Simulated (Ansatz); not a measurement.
Crystal: MoS2.

```
CELL_PARAMETERS angstrom
1.58550 0.91539 6.11500
-1.58550 0.91539 6.11500
0.00000 -1.83078 6.11500
ATOMIC_POSITIONS crystal
Mo 0.00000 0.00000 0.00000
S 0.25000 0.25000 0.25000
S 0.75000 0.75000 0.75000
```

Measurements of this composition are mostly on another form, of space group No. 194.

Base run:

* Program: Ansatz 0.2.0
* Functional: LDA
* Potentials or basis: Ansatz PAW
* Cutoff: 420 eV
* Density cutoff: 1680 eV
* k mesh: 10 × 10 × 10
* Occupations: fermi-dirac, width 0.05 eV
* Spin: no spin polarisation

Its results: band gap on the k mesh none (metal or under the smearing width); pressure 0.1 GPa; largest force 0.576 eV/Å.

**Question.** The run is repeated on the same cell with these changes: functional from LDA to PBEsol; k mesh from 10 × 10 × 10 to 8 × 8 × 8. What comes out?

**Answer.** Band gap on the k mesh none (metal or under the smearing width); pressure 2.9 GPa; largest force 0.743 eV/Å.

Several settings changed at once, so the effect can't be laid on one alone.

Caveats: the cell's inner coordinates are idealised or old, which leaves forces on the atoms; the PAW data sets come from PBE, with cores solved anew for the run's functional, which leaves a small shift of forces and pressure.

Not every run made on this cell is shown here.
